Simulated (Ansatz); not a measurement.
## Ionic part of the dielectric constant of HfO2 at 2 GPa, mode by mode

All numbers below come from DFT PBE, scalar-relativistic, plane waves, PAW (Ansatz). Settings: 420 eV plane-wave cutoff, Γ-centred 8×8×8 mesh, fixed occupations. No spin polarisation. Phonons by linear response, acoustic sum rule imposed.

The structure is cubic, space group Fm-3m (No. 225). The conventional cell has a = 5.084 Å, b = 5.084 Å, c = 5.084 Å, α = 90.00°, β = 90.00°, γ = 90.00°. Hf (site symmetry m-3m) is surrounded by 8 O at 2.20 Å. O (site symmetry -43m) is surrounded by 4 Hf at 2.20 Å.

Spin–orbit coupling is left out, which matters for heavy elements.

The primitive cell has V = 32.85 Å³ and ε∞,yy = 5.298. Each polar mode adds Δε = (4.92064×10⁷/V)·S/ν² along y, with S its oscillator strength in e²/amu, ν in cm⁻¹ and V in Å³.

**Question.** From these modes, find each Δε and ε0,yy.
```csv
ν (cm⁻¹),S_yy (e²/amu)
224.3,1.133
```

**Answer.**
```tsv
ν (cm⁻¹)	Δε
224.3	33.73
```

The sum is 33.733, so ε0,yy = 39.03; the run's tensor has 39.03.

**Question.** Where do the longitudinal modes lie for a wave vector along y?

**Answer.** At 609 cm⁻¹. The Lyddane–Sachs–Teller product Π(ν_LO/ν_TO)² = 7.37 matches ε0/ε∞ = 7.37.

This fluorite-type form isn't the usual stable structure of the compound at low pressure.

Cost: 1 run of about 0.37 core-minutes, on Intel Xeon 6975P-C (Granite Rapids) (shared hosts).